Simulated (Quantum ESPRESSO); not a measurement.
## Pb under changes of volume

One of the cells (40.672 Å³/atom); the others are scaled copies at fixed shape and fractional positions:

```
Pb
1.0
     0.00000    3.43900    3.43900
     3.43900    0.00000    3.43900
     3.43900    3.43900    0.00000
Pb
2
Direct
  0.25000 0.25000 0.25000
  0.00000 0.00000 0.00000
```

This isn't the form of Pb at room conditions, which is fcc.

- Program: Quantum ESPRESSO 7.5
- Functional: r2SCAN
- Potentials or basis: SG15 PBE 1.2
- Cutoff: 762 eV
- Density cutoff: 3048 eV
- k mesh: 5 × 5 × 5
- Occupations: fermi-dirac, width 0.05 eV
- Spin: no spin polarisation

```csv
volume (Å³/atom),energy over the lowest point (meV/atom),pressure (GPa)
38.232,?,?
39.045,8.92,1.6
39.859,2.56,0.9
40.672,0.00,0.1
41.486,0.86,-0.5
42.299,4.77,-1.1
43.112,11.42,-1.6
```

Task: What does the run at 38.232 Å³/atom give?

Result: Energy over the lowest point 19.53 meV/atom; pressure 2.5 GPa.

Worked out: A Birch-Murnaghan fit of order 3 (a polynomial in V^(-2/3)) to the other rows has its minimum at 40.86 Å³/atom with B0 = V·E''(V) = 33 GPa and B' = 4.5. It gives 19.52 meV/atom at 38.232 Å³/atom, against the run's 19.53, and -dE/dV = 2.5 GPa, against 2.5.

Energies are extrapolated to zero smearing.

Caveats: the potentials were made for another functional, which shifts forces and pressure.
